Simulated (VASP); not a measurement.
LiCl: relaxation of cell and atoms with PBEsol

The system is LiCl.

```xyz
2
Lattice="0.0000 2.5421 2.5421 2.5421 0.0000 2.5421 2.5421 2.5421 0.0000" Properties=species:S:1:pos:R:3 pbc="T T T"
Li    0.0000    0.0000    0.0000
Cl    2.5421    2.5421    2.5421
```

The cell is a database's computed one.

```json
{
  "Program": "VASP 6.6.1",
  "Task": "relaxation of cell and atoms",
  "Functional": "PBEsol",
  "Potentials or basis": "VASP PAW PBE potentials, release 64 (Li_sv, Cl)",
  "Cutoff": "600 eV",
  "k mesh": "8 × 8 × 8",
  "Occupations": "gaussian, width 0.02 eV",
  "Spin": "no spin polarisation",
  "Further INCAR settings": "ALGO = Normal; EDIFF = 1e-07; IBRION = 2; EDIFFG = -0.005; NSW = 90; ISIF = 3"
}
```

The relaxed volume is 16.21 Å³/atom, the relaxed cell is a = 3.579 Å, b = 3.579 Å, c = 3.579 Å, α = 60.00°, β = 60.00°, γ = 60.00° and the space group after relaxing (to 0.05 Å) is Fm-3m (No. 225). The energy gained by relaxing is 0.3 meV/atom and the ionic steps are 3. The pressure after relaxing is 0.0 GPa and the band gap on the k mesh is 6.37 eV, direct.

Step by step:
```
step  energy change (eV)  largest force (eV/Å)  pressure (GPa)  volume (Å³)
   1              0.0000                0.0000           -0.47        32.86
   2             -0.0005                0.0000           -0.24        32.63
   3             -0.0007                0.0000           -0.02        32.43
```

Final structure:
```
CELL_PARAMETERS angstrom
0.00000 2.53105 2.53105
2.53105 0.00000 2.53105
2.53105 2.53105 0.00000
ATOMIC_POSITIONS crystal
Li 0.00000 0.00000 0.00000
Cl 0.50000 0.50000 0.50000
```

Levels at points of the mesh, in eV from the valence-band top:
```csv
k point,band 3,band 4,band 5,band 6,band 7,band 8
"(0.00, 0.00, 0.00)",0.00,0.00,0.00,6.37,11.84,11.84
"(0.50, 0.00, 0.00)",-3.04,-0.28,-0.28,6.60,9.41,9.41
"(0.50, 0.50, 0.00)",-3.15,-1.20,-1.20,7.85,8.03,12.61
```

Run time: 31 s on 1 thread of AMD EPYC 7R13 Processor (Zen 3) (shared host), peak memory 0.13 GiB.

Caveat: the cutoff is under 1.25 times the usual one of these potentials, so pressure, stress and relaxed cells hold a basis-set (Pulay) error; the PAW data sets were made with another functional, which shifts forces and pressure a little. Expect the measured gap to be larger: semilocal functionals such as PBEsol lack the derivative discontinuity.
